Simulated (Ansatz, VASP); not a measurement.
**Ti: VASP beside Ansatz**

Contents of INCAR:

```
SYSTEM = Ti
ALGO = Fast ; EDIFF = 1E-6
ENCUT = 520 ; GGA = PE
ISIF = 2 ; ISMEAR = 0
LASPH = .True. ; LCHARG = .False.
LREAL = .False. ; LWAVE = .False.
NBANDS = 12 ; NELM = 100
PREC = Accurate ; SIGMA = 0.1
```

Contents of KPOINTS:

```
k-points
0
Gamma
  18 18 18
  0 0 0
```

POSCAR

```
Ti
1.0
   -1.6290042900      1.6290042900      1.4977242900
    1.7602842900     -1.7602842900      1.7602842900
    1.4977242900      1.6290042900     -1.6290042900
Ti
1
Direct
    0.0000000000      0.0000000000      0.0000000000
```

Input for Ansatz:

```yaml
crystal:
  lattice:
    - [-1.62900429, 1.62900429, 1.49772429]
    - [1.76028429, -1.76028429, 1.76028429]
    - [1.49772429, 1.62900429, -1.62900429]
  atoms:
    - { symbol: Ti, position: [0.0, 0.0, 0.0] }
basis:
  ecutwfc: 420
kpoints:
  mp_grid: { grid: [18, 18, 18] }
hamiltonian:
  xc: pbe
scf:
  occupations: { method: gaussian, width: 0.1 }
output:
  forces: true
  stress: true
  eigenvalues: true
  populations: true
```

Alike in both runs: task single point; functional PBE; k mesh 18 × 18 × 18; occupations gaussian, width 0.1 eV; no spin polarisation.

```csv
,VASP,Ansatz
version,VASP 6.6.1,Ansatz 0.2.0
potentials or method,"VASP PAW PBE potentials, release 64 (Ti_sv)","scalar-relativistic, plane waves, PAW"
plane-wave cutoff (eV),520,420
valence electrons in the cell,12,12
```

|  | VASP | Ansatz | Ansatz less VASP |
| --- | --- | --- | --- |
| gap on the k mesh at the Fermi level (eV) | none | none | - |
| pressure (GPa) | 0.1 | 0.4 | +0.28 |
| largest component of the traceless stress (GPa) | 3.85 | 3.86 | +0.018 |

A gap of «none» marks a metal or a gap that the smearing closes.
